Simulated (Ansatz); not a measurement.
Se (hcp type), DFT, PBE, norm-conserving pseudopotentials, Ansatz's default files, scalar-relativistic (Ansatz 0.2.0), on 1 thread of Arm Neoverse V1 (shared host).

Command: `ansatz run input.yaml --threads 1 --pin off --max-ram 2048MiB --backend cpu --events-out ev --progress --plain --runs-dir out`

```yaml
crystal:
  lattice:
    - [3.105044877, 0.0, 0.0]
    - [-1.5525224385, 2.6890477434, 0.0]
    - [0.0, 0.0, 5.0301727007]
  atoms:
    - { symbol: Se, position: [0.2333333333, 0.6166666667, 0.175] }
    - { symbol: Se, position: [0.7666666667, 0.3833333333, 0.825] }
kpoints:
  mp_grid: { grid: [11, 11, 6] }
scf:
  occupations: { method: fermi_dirac, width: 0.05 }
hamiltonian:
  xc: pbe
  pseudopotentials: { kind: nc }
output:
  forces: true
  stress: true
  eigenvalues: true
  populations: true
```

(1) How large is the problem that the program sets up?

(2) About how long does it take, and how much memory?

## Answers

(1) 204 irreducible k-points, 3827 plane waves at Γ, 20 bands.

(2) 34 s of wall time for 6 SCF iterations, with a peak of 0.66 GiB. Times on shared machines scatter by tens of per cent.
